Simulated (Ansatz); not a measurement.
# ZrO2: the cost of one run

Program: Ansatz 0.2.0. Level of theory: DFT PBE, scalar-relativistic, plane waves, PAW, unless a step names another level. These are calculated values, not measurements.

1 further run of the same task is left out (set aside as unsound or not needed).

## 1. The system as given

Symmetry: Fm-3m, No. 225, cubic system. Conventional cell: a = 5.116 Å, b = 5.116 Å, c = 5.116 Å, α = 90.00°, β = 90.00°, γ = 90.00°. Zr (site symmetry m-3m) is surrounded by 8 O at 2.22 Å. O (site symmetry -43m) is surrounded by 4 Zr at 2.22 Å.

Structure file:

```xyz
3
Lattice="0.0000 2.5579 2.5579 2.5579 0.0000 2.5579 2.5579 2.5579 0.0000" Properties=species:S:1:pos:R:3 pbc="T T T"
Zr    2.5579    2.5579    2.5579
O     3.8369    3.8369    3.8369
O     1.2790    1.2790    1.2790
```

The cell was relaxed beforehand at this level, from a generated guess; it is a trial structure. At a tolerance of 0.02 Å it has space group Fm-3m (No. 225); it has 11.16 Å³/atom, an uncorrected energy of -3.35 eV/atom over the elements and, on its mesh, gap 3.32 eV.

## 2. Seeking the band edges over the whole zone

input.yaml reads:

```yaml
crystal:
  lattice:
    - [0.0, 2.5579471206, 2.5579471206]
    - [2.5579471206, 0.0, 2.5579471206]
    - [2.5579471206, 2.5579471206, 0.0]
  atoms:
    - { symbol: Zr, position: [0.5, 0.5, 0.5] }
    - { symbol: O, position: [0.75, 0.75, 0.75] }
    - { symbol: O, position: [0.25, 0.25, 0.25] }
basis:
  ecutwfc: 420
kpoints:
  mp_grid: { grid: [8, 8, 8] }
  band_path: { path: [VBM, CBM], npoints: 2 }
hamiltonian:
  xc: pbe
scf:
  occupations: { method: gaussian, width: 0.02 }
output:
  forces: false
  stress: false
  eigenvalues: true
checkpoint:
  read: start.run
  write: ck
  compress: false
  write_wavefunctions: false
  write_every: 100000
```

Started as:

```
$ ansatz run input.yaml --threads 1 --pin off --max-ram 2560MiB --backend cpu --events-out ev --progress --plain --runs-dir out
```

What time and memory should one allow on 1 thread of Arm Neoverse V2, shared host?

About 1.4 s, with a peak of 0.27 GiB.
